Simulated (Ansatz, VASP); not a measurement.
GaN: VASP beside Ansatz

```
Ga N
1.0
     0.00000    2.10852    2.10852
     2.10852    0.00000    2.10852
     2.10852    2.10852    0.00000
Ga N
1 1
Direct
  0.00000 0.00000 0.00000
  0.50000 0.50000 0.50000
```

The cell was built by a generator and needn't be a form met in nature.

Alike in both runs: task single point; functional r2SCAN; k mesh 10 × 10 × 10; no spin polarisation.

```csv
,VASP,Ansatz
version,VASP 6.6.1,Ansatz 0.2.0
potentials or method,"VASP PAW PBE potentials, release 64 (Ga_d, N)","plane waves, PAW"
plane-wave cutoff (eV),520,500
occupations,"gaussian, width 0.01 eV",fixed
valence electrons in the cell,18,18
```

```tsv
	VASP	Ansatz	Ansatz less VASP
gap on the k mesh at the Fermi level (eV)	1.18	1.20	+0.023
pressure (GPa)	1.3	0.0	-1.34
```

Caveats: the PAW data sets were made with another functional, which shifts forces and pressure a little (VASP). r2SCAN opens gaps a little over a GGA but as a rule still falls short of measured ones. A k mesh can miss the band edges.
